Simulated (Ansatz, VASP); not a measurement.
**HC18N: VASP beside Ansatz**

```
C N H
1.0
     7.39800    0.00000    0.00000
    -3.69900    6.40686    0.00000
     0.00000    0.00000   12.00000
C N H
18 1 1
Direct
  0.01130 0.01100 0.07693
  0.23414 0.13078 0.09508
  0.01315 0.34477 0.06982
  0.23885 0.45782 0.06523
  0.00881 0.67550 0.07431
  0.23213 0.77928 0.10673
  0.35020 0.01251 0.11211
  0.57189 0.12458 0.08033
  0.35044 0.35022 0.06745
  0.56988 0.45739 0.06830
  0.35015 0.67541 0.07332
  0.56957 0.78828 0.07087
  0.67966 0.01296 0.07357
  0.90182 0.12343 0.07123
  0.67922 0.34305 0.07166
  0.90143 0.45474 0.06972
  0.68007 0.67814 0.06668
  0.90360 0.78902 0.07176
  0.28772 0.08772 0.20630
  0.20672 0.74043 0.19859
```

Alike in both runs: functional PBEsol; k mesh 2 × 2 × 1; occupations fermi-dirac, width 0.02 eV; no spin polarisation.

Ansatz relaxed the structure, and its values are those at the end. VASP's run is a single point on that final structure, the one shown.

|  | VASP | Ansatz |
| --- | --- | --- |
| version | VASP 6.6.1 | Ansatz 0.2.0 |
| potentials or method | VASP PAW PBE potentials, release 64 (C, N, H) | scalar-relativistic, plane waves, PAW |
| plane-wave cutoff (eV) | 520 | 420 |
| valence electrons in the cell | 78 | 78 |

|  | VASP | Ansatz | Ansatz less VASP |
| --- | --- | --- | --- |
| rms of the force components (eV/Å) | 0.033 | 0.005 | -0.0273 |

With one functional, cell and mesh, what is left measures potentials, basis and numerics. Ansatz warned: «xc_potential_rough_in_thin_density».

Caveats: the k mesh is coarse (spacing up to 0.49 Å⁻¹), so the values aren't converged; the PAW data sets were made with another functional, which shifts forces and pressure a little (VASP).
